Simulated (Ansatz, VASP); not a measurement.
# Two plane-wave programs on Al2Au

File INCAR:

```
PREC     = Accurate       # precision mode
ENCUT    = 520            # plane-wave cutoff, eV
EDIFF    = 1E-7           # SCF threshold, eV
ISMEAR   = -1             # smearing method
SIGMA    = 0.05           # smearing width, eV
LREAL    = F              # projectors in reciprocal space
LASPH    = T              # aspherical terms in the spheres
NELM     = 100            # most SCF steps
ALGO     = Normal         # electronic algorithm
ISIF     = 2              # what is computed and relaxed
LWAVE    = F              # write WAVECAR
LCHARG   = F              # write CHGCAR
GGA      = PE             # functional
NBANDS   = 16             # bands
```

The input KPOINTS:

```
regular mesh
0
Gamma
  8 8 8
```

POSCAR

```
Al2Au
1.0
    0.0000000000      2.9594544892      2.9594544892
    2.9594544892      0.0000000000      2.9594544892
    2.9594544892      2.9594544892      0.0000000000
Au Al
1 2
Direct
    0.0000000000      0.0000000000      0.0000000000
    0.7500000000      0.7500000000      0.7500000000
    0.2500000000      0.2500000000      0.2500000000
```

input.yaml

```yaml
crystal:
  lattice:
    - [0.0, 2.9594544892, 2.9594544892]
    - [2.9594544892, 0.0, 2.9594544892]
    - [2.9594544892, 2.9594544892, 0.0]
  atoms:
    - { symbol: Au, position: [0.0, 0.0, 0.0] }
    - { symbol: Al, position: [0.75, 0.75, 0.75] }
    - { symbol: Al, position: [0.25, 0.25, 0.25] }
hamiltonian:
  xc: pbe
  pseudopotentials: { kind: paw }
kpoints:
  mp_grid: { grid: [8, 8, 8] }
scf:
  occupations: { method: fermi_dirac, width: 0.05 }
output:
  forces: true
  stress: true
  eigenvalues: true
  write_density: true
  write_potential: true
  elf: true
  volumetric_format: npy
```

Change from the starting cell: volume scaled by 0.96.

Alike in both runs: task single point; functional PBE; k mesh 8 × 8 × 8; occupations fermi-dirac, width 0.05 eV; no spin polarisation.

|  | VASP | Ansatz |
| --- | --- | --- |
| version | VASP 6.6.1 | Ansatz 0.2.0 |
| potentials or method | VASP PAW PBE potentials, release 64 (Au, Al) | Ansatz PAW |
| plane-wave cutoff (eV) | 520 | 420 |
| valence electrons in the cell | 17 | 25 |

VASP gave:

- gap on the k mesh at the Fermi level (eV): none
- pressure (GPa): 8.4

Problem. Estimate Ansatz's values.

Solution. gap on the k mesh at the Fermi level (eV): none; pressure (GPa): 8.7.

A gap of «none» marks a metal or a gap that the smearing closes. With one functional, cell and mesh, what is left measures potentials, basis and numerics. The two sets of potentials don't hold the same shells in valence.

The runs have no spin-orbit coupling, so splittings on Au are missing.
